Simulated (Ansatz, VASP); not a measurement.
# Two plane-wave programs on Pb

File INCAR:

```
AGGAC = 1.0 ; AGGAX = 1.0
ALDAC = 0.0 ; ALDAX = 1.0
ALGO = Fast ; EDIFF = 1E-6
ENCUT = 520 ; GGA = B5
ISIF = 2 ; ISMEAR = -1
LASPH = T ; LCHARG = F
LREAL = F ; LWAVE = F
NBANDS = 21 ; NELM = 60
PREC = Accurate ; SIGMA = 0.05
```

Contents of KPOINTS:

```
k-points
0
Gamma
  9 9 5
```

Contents of POSCAR:

```
Pb
1.0
    3.4800000000      0.0000000000      0.0000000000
   -1.7400000000      3.0137684052      0.0000000000
    0.0000000000      0.0000000000      5.5900000000
Pb
2
Direct
    0.6666666667      0.3333333333      0.7500000000
    0.3333333333      0.6666666667      0.2500000000
```

The input input.yaml:

```yaml
crystal:
  lattice:
    - [3.48, 0.0, 0.0]
    - [-1.74, 3.0137684052, 0.0]
    - [0.0, 0.0, 5.59]
  atoms:
    - { symbol: Pb, position: [0.6666666667, 0.3333333333, 0.75] }
    - { symbol: Pb, position: [0.3333333333, 0.6666666667, 0.25] }
hamiltonian:
  xc: blyp
  pseudopotentials: { kind: paw }
kpoints:
  mp_grid: { grid: [9, 9, 5] }
  band_path:
    path:
      - [[0.0, 0.0, 0.0], [0.5, 0.0, 0.0], [0.3333333333, 0.3333333333, 0.0], [0.0, 0.0, 0.0], [0.0, 0.0, 0.5], [0.5, 0.0, 0.5], [0.3333333333, 0.3333333333, 0.5], [0.0, 0.0, 0.5]]
      - [[0.5, 0.0, 0.5], [0.5, 0.0, 0.0]]
      - [[0.3333333333, 0.3333333333, 0.0], [0.3333333333, 0.3333333333, 0.5]]
    npoints: 14
scf:
  occupations: { method: fermi_dirac, width: 0.05 }
  n_extra_bands: 6
output:
  forces: true
  stress: true
  eigenvalues: true
  fatbands: false
```

This isn't the form of Pb at room conditions, which is fcc.

Alike in both runs: functional BLYP; k mesh 9 × 9 × 5; occupations fermi-dirac, width 0.05 eV; no spin polarisation.

```csv
,VASP,Ansatz
version,VASP 6.6.1,Ansatz 0.2.0
potentials or method,"VASP PAW PBE potentials, release 64 (Pb_d)",Ansatz PAW
plane-wave cutoff (eV),520,420
valence electrons in the cell,28,28
task,single point,band structure
```

Ansatz gave:

```
gap on the k mesh at the Fermi level (eV)       : none
pressure (GPa)                                  : 8.1
largest component of the traceless stress (GPa) : 2.33
```

Q: Estimate VASP's values.

A: gap on the k mesh at the Fermi level (eV): none; pressure (GPa): 8.2; largest component of the traceless stress (GPa): 2.41.

A gap of «none» marks a metal or a gap that the smearing closes. The functional is the same, so the differences come from potentials, cutoffs and numerics.

Caveats: the PAW data sets were made with another functional, which shifts forces and pressure a little (VASP); spin-orbit coupling is left out, which moves the levels of the heavy elements (Ansatz); the PAW data sets come from PBE, with cores solved anew for the run's functional, which leaves a small shift of forces and pressure (Ansatz). The runs have no spin-orbit coupling, so splittings on Pb are missing.
